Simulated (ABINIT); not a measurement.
A run of ABINIT 10.8.3 (patched build) is set up as follows.

run.abi

```
pp_dirpath "./"
pseudos "Si.GGA_PBE-JTH.xml"

acell 4.9557244716 5.1878337206 4.9476674467
rprim
    -0.6224113684     0.6439641152     0.4448756082
     0.6304641857    -0.6168031770     0.4712417122
     0.6205049807     0.6438236601    -0.4477328038
ntypat 1
znucl 14
natom 1
typat 1
xred
     0.0000000000     0.0000000000     0.0000000000
chkprim 0
chksymtnons 0
tolsym 1.0e-6

ecut 408.170794 eV
pawecutdg 30.0
pawxcdev 0

kptopt 1
ngkpt 13 13 11
nshiftk 1
shiftk 0.0 0.0 0.0

ixc 11

nband 6
occopt 3
tsmear 0.00183747

nstep 100
tolvrs 1.0e-9

iomode 3
prtwf 0
prtden 0
prteig 0
prtebands 0
```

Potentials or basis: JTH PAW PBE v2.0.

Run with:

```console
$ abinit run.abi > log 2>&1
```

Q: Estimate the band gap on the k mesh.

A: None (metal or under the smearing width).

Q: What does it give for the pressure?

A: 6.1 GPa.

Stress tensor (GPa, compression positive):
```
 2.74  1.09  0.86
 1.09  2.19 -0.87
 0.86 -0.87 13.42
```
